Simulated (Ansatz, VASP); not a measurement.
**SiO2: VASP beside Ansatz**

Contents of INCAR:

```
SYSTEM = SiO2
PREC = Accurate
ENCUT = 520
EDIFF = 1E-7
ISMEAR = 0
SIGMA = 0.1
LREAL = .False.
LASPH = .True.
NELM = 60
ALGO = Normal
ISIF = 2
LWAVE = .False.
LCHARG = .False.
GGA = PS
NBANDS = 25
```

Contents of KPOINTS:

```
regular mesh
0
Gamma
  6 6 6
  0 0 0
```

The input POSCAR:

```
SiO2
1.0
   -2.3740500000      2.3740500000      3.7440000000
    2.3740500000     -2.3740500000      3.7440000000
    2.3740500000      2.3740500000     -3.7440000000
Si O
2 4
Direct
    0.0000000000      0.0000000000      0.0000000000
    0.7500000000      0.2500000000      0.5000000000
    0.9983800000      0.6250000000      0.8733800000
    0.3750000000      0.2483800000      0.3733800000
    0.7516200000      0.1250000000      0.1266200000
    0.8750000000      0.0016200000      0.6266200000
```

Input for Ansatz:

```yaml
crystal:
  lattice:
    - [-2.37405, 2.37405, 3.744]
    - [2.37405, -2.37405, 3.744]
    - [2.37405, 2.37405, -3.744]
  atoms:
    - { symbol: Si, position: [0.0, 0.0, 0.0] }
    - { symbol: Si, position: [0.75, 0.25, 0.5] }
    - { symbol: O, position: [0.99838, 0.625, 0.87338] }
    - { symbol: O, position: [0.375, 0.24838, 0.37338] }
    - { symbol: O, position: [0.75162, 0.125, 0.12662] }
    - { symbol: O, position: [0.875, 0.00162, 0.62662] }
basis:
  ecutwfc: 420
kpoints:
  mp_grid: { grid: [6, 6, 6] }
hamiltonian:
  xc: pbesol
scf:
  occupations: { method: gaussian, width: 0.1 }
output:
  forces: true
  stress: true
  eigenvalues: true
```

Alike in both runs: task single point; functional PBEsol; k mesh 6 × 6 × 6; occupations gaussian, width 0.1 eV; no spin polarisation.

|  | VASP | Ansatz |
| --- | --- | --- |
| version | VASP 6.6.1 | Ansatz 0.2.0 |
| potentials or method | VASP PAW PBE potentials, release 64 (Si, O) | scalar-relativistic, plane waves, PAW |
| plane-wave cutoff (eV) | 520 | 420 |
| valence electrons in the cell | 32 | 32 |

Ansatz gave:

* gap on the k mesh at the Fermi level (eV): 5.97
* least direct gap on the mesh (eV): 5.97
* pressure (GPa): 1.1
* largest component of the traceless stress (GPa): 1.36
* rms of the force components (eV/Å): 0.003

Q: Estimate VASP's values.

A: gap on the k mesh at the Fermi level (eV): 5.97; least direct gap on the mesh (eV): 5.97; pressure (GPa): 1.6; largest component of the traceless stress (GPa): 1.29; rms of the force components (eV/Å): 0.012.

Atom by atom the forces differ by 0.015 eV/Å (rms over components).

Caveats: the PAW data sets were made with another functional, which shifts forces and pressure a little (VASP). A k mesh can miss the band edges.
